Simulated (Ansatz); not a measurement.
# Tl11Cl12: the cost of one run

Computed with Ansatz 0.2.0 (DFT, PBE, plane-wave PAW, default files, scalar-relativistic, as far as a step names no other, unless a step's input says otherwise).

### 1 The system as given

Symmetry: Amm2, No. 38, orthorhombic system. The conventional cell has a = 9.434 Å, b = 12.814 Å, c = 12.222 Å, α = 90.00°, β = 90.00°, γ = 90.00°. Tl (site symmetry mm2) is surrounded by 5 Cl at 2.97 to 3.20 Å. Tl (site symmetry m) is surrounded by 5 Cl at 2.97 to 3.20 Å. Around Tl (site symmetry 1) lie 5 Cl at 2.97 to 3.20 Å. Cl (site symmetry m) is surrounded by 5 Tl at 2.97 to 3.20 Å. Around Cl (site symmetry 1) lie 4 Tl at 2.97 to 3.20 Å. Around Cl (site symmetry mm2) lie 4 Tl at 3.20 Å. Only part of the 11 independent sites is listed.

Coordinates:

```xyz
23
Lattice="6.4071 -6.1110 0.0000 0.0000 12.2220 0.0000 0.0000 0.0000 9.4341" Properties=species:S:1:pos:R:3 pbc="T T T"
Tl    2.1357    1.3829    8.2549
Tl    4.2714    7.4939    3.5378
Tl    4.2714    7.4939    8.2549
Tl    0.0000    7.4939    3.5378
Tl    0.0000    7.4939    8.2549
Tl    2.1357   -1.3829    1.1793
Tl    2.1357   -1.3829    5.8963
Tl    4.2714    4.7282    1.1793
Tl    4.2714    4.7282    5.8963
Tl    0.0000    4.7282    1.1793
Tl    0.0000    4.7282    5.8963
Cl    2.1357    7.8648    1.1793
Cl    2.1357    7.8648    5.8963
Cl    4.2714    1.7538    1.1793
Cl    4.2714    1.7538    5.8963
Cl    0.0000    1.7538    1.1793
Cl    0.0000    1.7538    5.8963
Cl    2.1357    4.3572    3.5378
Cl    2.1357    4.3572    8.2549
Cl    4.2714   -1.7538    3.5378
Cl    4.2714   -1.7538    8.2549
Cl    0.0000   10.4682    3.5378
Cl    0.0000   10.4682    8.2549
```

The vacant site is at (0.333, 0.280, 0.375) in fractional coordinates of the input's cell.

### 2 Single point at the given positions

Contents of input.yaml:

```yaml
crystal:
  lattice:
    - [6.4070644404, -6.1110168906, 0.0]
    - [0.0, 12.2220337812, 0.0]
    - [0.0, 0.0, 9.43413778]
  atoms:
    - { symbol: Tl, position: [0.3333333333, 0.2798116867, 0.875] }
    - { symbol: Tl, position: [0.6666666667, 0.9464783533, 0.375] }
    - { symbol: Tl, position: [0.6666666667, 0.9464783533, 0.875] }
    - { symbol: Tl, position: [0.0, 0.61314502, 0.375] }
    - { symbol: Tl, position: [0.0, 0.61314502, 0.875] }
    - { symbol: Tl, position: [0.3333333333, 0.0535216467, 0.125] }
    - { symbol: Tl, position: [0.3333333333, 0.0535216467, 0.625] }
    - { symbol: Tl, position: [0.6666666667, 0.7201883133, 0.125] }
    - { symbol: Tl, position: [0.6666666667, 0.7201883133, 0.625] }
    - { symbol: Tl, position: [0.0, 0.38685498, 0.125] }
    - { symbol: Tl, position: [0.0, 0.38685498, 0.625] }
    - { symbol: Cl, position: [0.3333333333, 0.8101622767, 0.125] }
    - { symbol: Cl, position: [0.3333333333, 0.8101622767, 0.625] }
    - { symbol: Cl, position: [0.6666666667, 0.4768289433, 0.125] }
    - { symbol: Cl, position: [0.6666666667, 0.4768289433, 0.625] }
    - { symbol: Cl, position: [0.0, 0.14349561, 0.125] }
    - { symbol: Cl, position: [0.0, 0.14349561, 0.625] }
    - { symbol: Cl, position: [0.3333333333, 0.5231710567, 0.375] }
    - { symbol: Cl, position: [0.3333333333, 0.5231710567, 0.875] }
    - { symbol: Cl, position: [0.6666666667, 0.1898377233, 0.375] }
    - { symbol: Cl, position: [0.6666666667, 0.1898377233, 0.875] }
    - { symbol: Cl, position: [0.0, 0.85650439, 0.375] }
    - { symbol: Cl, position: [0.0, 0.85650439, 0.875] }
total_charge: -1
kpoints:
  mp_grid: { grid: [3, 3, 2] }
scf:
  occupations: { method: fermi_dirac, width: 0.01 }
hamiltonian:
  xc: pbe
  pseudopotentials: { kind: paw }
output:
  forces: true
  stress: true
  populations: true
  efg:
    quadrupole_moments_barn: { Cl: -0.08112 }
    contact_densities: true
```

Started as:

```
$ ansatz run input.yaml --threads 1 --pin off --max-ram 3072MiB --backend cpu --events-out ev --progress --plain --runs-dir out
```

**Question.** How long does this run take on 1 thread of Arm Neoverse V2, shared host, and how much memory does it need?

About 1.9 min, with a peak of 1.3 GiB.
